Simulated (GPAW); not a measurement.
A run of GPAW 26.7.0 is set up as follows.

The input run.py:

```python
from ase import Atoms
from ase.dft.bandgap import bandgap
from ase.io import write
from gpaw import GPAW, PW

atoms = Atoms(['Sn', 'S', 'S'],
              cell=[[3.6389999981, 0.0, 0.0],
                    [-1.8194999991, 3.1514664427, 0.0],
                    [0.0, 0.0, 5.868]],
              scaled_positions=[[0.0, 0.0, 0.0],
                                [0.3333333333, 0.6666666667, 0.25],
                                [0.6666666667, 0.3333333333, 0.75]],
              pbc=True)

calc = GPAW(mode=PW(600),
            xc='GLLBSC',
            kpts={'size': (7, 7, 5), 'gamma': True},
            occupations={'name': 'fermi-dirac', 'width': 0.05},
            nbands=24,
            convergence={'density': 1e-05, 'energy': 1e-05},
            maxiter=150,
            txt='gpaw.txt')
atoms.calc = calc
energy = atoms.get_potential_energy()
calc.write('gs.gpw')
write('result.traj', atoms)
print('Fermi level:', round(calc.get_fermi_level(), 4), 'eV')
print(f'Gap: {bandgap(calc)[0]:.4f} eV, direct: {bandgap(calc, direct=True)[0]:.4f} eV')
```

Potentials or basis: the program's PAW data sets (release 1.2.1) made for this functional, pw.

Command:

```console
$ OMP_NUM_THREADS=1 python run.py
```

Question: Estimate the band gap on the k mesh, Kohn-Sham part alone.

Answer: 1.82 eV, indirect (least direct gap 2.25 eV).

Caveat: a model potential gives levels but no total energy; spin-orbit coupling is left out, which moves the levels of the heavy elements; an odd mesh through Γ misses points on the zone boundary, where band edges often lie.
